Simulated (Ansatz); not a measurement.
HfB2:

```xyz
3
Lattice="3.1400 0.0000 0.0000 -1.5700 2.7193 0.0000 0.0000 0.0000 3.4800" Properties=species:S:1:pos:R:3 pbc="T T T"
Hf    0.0000    0.0000    0.0000
B     1.5700    0.9064    1.7400
B     0.0000    1.8129    1.7400
```

```yaml
Program: Ansatz 0.2.0
Task: relaxation of cell and atoms
Functional: LDA
Potentials_or_basis: Ansatz PAW
Cutoff: "420 eV (not typed: the program's choice for these potentials)"
k_mesh: 10 × 10 × 8
Occupations: fermi-dirac, width 0.05 eV
Spin: no spin polarisation
```

At the start: volume 9.90 Å³/atom.

Task: Where does the relaxation end?

Result: It ends after 8 steps and the volume is 9.52 Å³/atom (-3.9 %); space group P6/mmm (No. 191, to 0.05 Å).

The path:
| step | energy change (eV) | largest force (eV/Å) | volume (Å³) |
| --- | --- | --- | --- |
| 1 | 0.0000 | 0.0000 | 29.71 |
| 2 | -0.0295 | 0.0000 | 28.13 |
| 3 | -0.0388 | 0.0000 | 28.54 |
| 4 | -0.0394 | 0.0000 | 28.56 |
| 5 | -0.0394 | 0.0000 | 28.55 |
| 6 | -0.0382 | 0.0000 | 28.55 |
| 7 | -0.0383 | 0.0000 | 28.55 |
| 8 | -0.0382 | 0.0000 | 28.55 |

Final structure:
```yaml
crystal:
  lattice:
    - [3.10174, 0.00000, 0.00000]
    - [-1.55087, 2.68619, 0.00000]
    - [0.00000, 0.00000, 3.42612]
  atoms:
    - { symbol: Hf, position: [0.00000, 0.00000, 0.00000] }
    - { symbol: B, position: [0.66667, 0.33333, 0.50000] }
    - { symbol: B, position: [0.33333, 0.66667, 0.50000] }
```

Caveat: the plane-wave basis is chosen anew once the cell has moved, so the energies of steps on either side of that aren't comparable; the PAW data sets come from PBE, with cores solved anew for the run's functional, which leaves a small shift of forces and pressure.
